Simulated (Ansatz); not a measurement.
`FC(F)(F)[SeH]` + H₂Se → `[SeH][SeH]` + `FC(F)F` at 298.15 K and 1 bar (ligand exchange at the Se–C bond).

Isolated molecules relaxed with PBE0-D4/def2-TZVP in Ansatz; ΔE leaves out vibrations. CCSD(T)/CBS adds triple-zeta CCSD(T) − MP2 to the extrapolated MP2 energy (def2 sets, frozen cores). This one scheme is used for every species. For Se outer-core shells are correlated without core-valence functions, which leaves a few kJ/mol of doubt a bond. Scalar relativity is left out up to krypton. One conformer a species, not always the lowest.

```json
{"species": "`FC(F)(F)[SeH]`", "CCSD(T)/CBS energy (Eh)": "-2738.71864", "H − E (kJ/mol)": "74.3", "S (J/(mol·K))": "320.5"}
{"species": "H₂Se", "CCSD(T)/CBS energy (Eh)": "-2401.89790", "H − E (kJ/mol)": "45.8", "S (J/(mol·K))": "219.1"}
{"species": "`[SeH][SeH]`", "CCSD(T)/CBS energy (Eh)": "-4802.61264", "H − E (kJ/mol)": "54.2", "S (J/(mol·K))": "278.2"}
{"species": "`FC(F)F`", "CCSD(T)/CBS energy (Eh)": "-338.02896", "H − E (kJ/mol)": "78.4", "S (J/(mol·K))": "259.5"}
```

H − E and S are ideal-gas, rigid-rotor, harmonic terms from PBE0-D4/def2-TZVP, for one conformer and one mirror image of each species. 1 Eh = 2625.50 kJ/mol, R = 8.31446 J/(mol·K).

Question: By hand: ΔE, ΔH, ΔS and ΔG.

Answer: ΔE = (-4802.61264) + (-338.02896) − (-2738.71864) − (-2401.89790) = -0.02506 Eh = -65.8 kJ/mol. Δ(H − E) = 54.2 + 78.4 − 74.3 − 45.8 = 12.5, so ΔH = -53.3 kJ/mol. ΔS = 278.2 + 259.5 − 320.5 − 219.1 = -1.9 J/(mol·K). ΔG = -53.3 − 298.15 × (-1.9)/1000 = -52.7 kJ/mol.

Question: By hand: the equilibrium constant, and the temperature at which ΔG would vanish if ΔH and ΔS stayed fixed.

Answer: log₁₀ K = −ΔG/(RT ln 10) = 9.2. ΔG = 0 at ΔH/ΔS = 28053 K, far beyond where these terms or the molecules hold.

The number of gas molecules stays the same, so ΔS is small and ΔH decides. A doubt of 5 kJ/mol in ΔE shifts log₁₀ K by 0.9 here. Other conformers and mirror images would add mixing entropy, several J/(mol·K) or more a flexible species. These are equilibria of isolated gas molecules and say nothing of rates. Largest T1 diagnostic: 0.012 (customary marks: 0.02 for closed shells, 0.045 for open ones).
